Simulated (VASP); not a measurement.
Input of a VASP 6.6.1 run:

File INCAR:

```
  ALGO = Normal
  EDIFF = 1E-6
  EDIFFG = -0.01
  ENCUT = 600
  GGA = PE
  IBRION = 2
  ISIF = 3
  ISMEAR = -1
  IVDW = 12
  LASPH = True
  LCHARG = False
  LREAL = False
  LWAVE = False
  NELM = 100
  NSW = 40
  PREC = Accurate
  SIGMA = 0.05
```

File KPOINTS:

```
k-points
0
Gamma
  10 10 10
```

Contents of POSCAR:

```
CdO
1.0
    0.0000000000      2.3495000000      2.3495000000
    2.3495000000      0.0000000000      2.3495000000
    2.3495000000      2.3495000000      0.0000000000
Cd O
1 1
Direct
    0.0000000000      0.0000000000      0.0000000000
    0.5000000000      0.5000000000      0.5000000000
```

Potentials or basis: VASP PAW PBE potentials, release 64 (Cd, O).

Launch:

```sh
$ cat potpaw_PBE.64/Cd/POTCAR potpaw_PBE.64/O/POTCAR > POTCAR
$ mpirun -np 1 vasp_std > vasp.out
```

Estimate the space group after relaxing (to 0.05 Å).

Fm-3m (No. 225).

What does it give for the relaxed cell?

a = 3.352 Å, b = 3.352 Å, c = 3.352 Å, α = 60.00°, β = 60.00°, γ = 60.00°.

Step by step:
```csv
step,energy change (eV),largest force (eV/Å),pressure (GPa),volume (Å³)
1,0.0000,0.0000,3.77,25.94
2,-0.0044,0.0000,-2.28,27.10
3,-0.0078,0.0000,0.01,26.62
```

Caveat: pairwise dispersion overbinds metals, which lowers pressure and volume. Zero-point motion and thermal expansion aren't in these numbers.
